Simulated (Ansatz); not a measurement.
## BaTiO3: relaxation of cell and atoms with PBE+U

The system is BaTiO3.

```xyz
10
Lattice="-3.8027 -0.0566 -0.0218 -0.0219 -0.0317 -4.1303 -0.1132 -7.9735 -0.0631" Properties=species:S:1:pos:R:3 pbc="T T T"
Ba   -0.2466   -3.9791   -3.7874
Ba   -0.0540   -0.2243   -3.8091
Ti   -1.7732   -1.6800   -2.1731
Ti   -2.0067   -6.1212   -2.0029
O    -1.8588   -1.9453   -0.1906
O    -1.8152   -5.5583   -0.3551
O    -2.1087   -3.6341   -2.2729
O    -2.0275   -0.2908   -2.3182
O    -3.7738   -2.1462   -1.9271
O    -0.1085   -6.6995   -2.1549
```

| Item | Value |
| --- | --- |
| Program | Ansatz 0.2.0 |
| Task | relaxation of cell and atoms |
| Functional | PBE |
| Potentials or basis | Ansatz PAW |
| Cutoff | 420 eV (not typed: the program's choice for these potentials) |
| k mesh | 7 × 7 × 4 |
| Occupations | fermi-dirac, width 0.05 eV |
| Spin | no spin polarisation |
| Hubbard terms | Ti d U = 5 eV |
| Hubbard projectors | ortho-atomic (the default) |
| Double counting | fll (the default) |

```
Relaxed volume                         : 13.27 Å³/atom
Relaxed cell                           : a = 4.023 Å, b = 4.067 Å, c = 8.110 Å, α = 89.82°, β = 89.94°, γ = 89.93°
Space group after relaxing (to 0.05 Å) : Cm (No. 8)
Energy gained by relaxing              : 1087.1 meV/atom
Ionic steps                            : 13
Pressure after relaxing                : 0.0 GPa
Largest force after relaxing           : 0.004 eV/Å
Band gap on the k mesh                 : 2.62 eV, indirect (least direct gap 2.84 eV)
```

Forces in eV/Å, atoms in the order of the input:
```
Ba   0.000 -0.002  0.000
Ba   0.000  0.003 -0.001
Ti   0.002  0.002 -0.001
Ti   0.003 -0.002  0.000
O    0.000 -0.001  0.000
O    0.000  0.000  0.000
O    0.000  0.002  0.000
O    0.000 -0.003  0.001
O   -0.002  0.000  0.001
O   -0.003  0.001  0.000
```

Step by step:
```csv
step,energy change (eV),largest force (eV/Å),volume (Å³)
1,0.0000,27.4737,125.20
2,-7.2935,10.6929,134.40
3,-9.8104,3.3432,135.49
4,-10.6229,1.2412,135.70
5,-10.8174,0.1083,132.15
6,-10.8231,0.0107,132.28
7,-10.8234,0.0035,132.25
8,-10.8684,0.0048,132.25
9,-10.8688,0.0084,132.69
10,-10.8705,0.0084,132.69
11,-10.8708,0.0057,132.68
12,-10.8708,0.0035,132.67
13,-10.8708,0.0035,132.67
```

Final structure:
```
CELL_PARAMETERS angstrom
-4.02252 -0.00225 -0.00237
-0.00235 -0.00653 -4.06714
-0.00372 -8.10962 -0.01255
ATOMIC_POSITIONS crystal
Ba 0.99758 0.99228 0.49668
Ba 0.99757 0.99228 0.99672
Ti 0.49366 0.48189 0.24204
Ti 0.49373 0.48191 0.74203
O 0.50194 0.01431 0.25221
O 0.50192 0.01430 0.75222
O 0.50206 0.50525 0.50622
O 0.50206 0.50526 0.00620
O 0.00477 0.50626 0.25283
O 0.00472 0.50626 0.75284
```

Levels at points of the mesh, in eV from the valence-band top:
| k point | band 37 | band 38 | band 39 | band 40 | band 41 | band 42 | band 43 | band 44 |
| --- | --- | --- | --- | --- | --- | --- | --- | --- |
| (0.00, 0.00, 0.00) | -0.79 | -0.36 | -0.33 | -0.32 | 2.62 | 2.71 | 2.75 | 2.76 |
| (0.00, 0.00, -0.50) | -0.59 | -0.59 | -0.55 | -0.55 | 2.72 | 2.72 | 3.26 | 3.26 |

Eigenvalues of the final occupation matrices:
```csv
site,spin,trace,eigenvalues
site 1,1,1.07,0.16 0.17 0.17 0.28 0.28
site 2,1,1.07,0.16 0.17 0.17 0.28 0.28
```

Wall time 8.1 min on 4 threads of Arm Neoverse V2, on a shared host, peak memory 1.1 GiB.

Caveat: the electronic state changed during the relaxation; odd divisions of the mesh miss points on the zone boundary, where band edges often lie, so the gap on the mesh can be too wide; the plane-wave basis is chosen anew once the cell has moved, so the energies of steps on either side of that aren't comparable; the pressure holds a Pulay correction of +0.5 GPa for the finite cutoff; spin-orbit coupling is left out, which moves the levels of the heavy elements. A k mesh can miss the band edges.
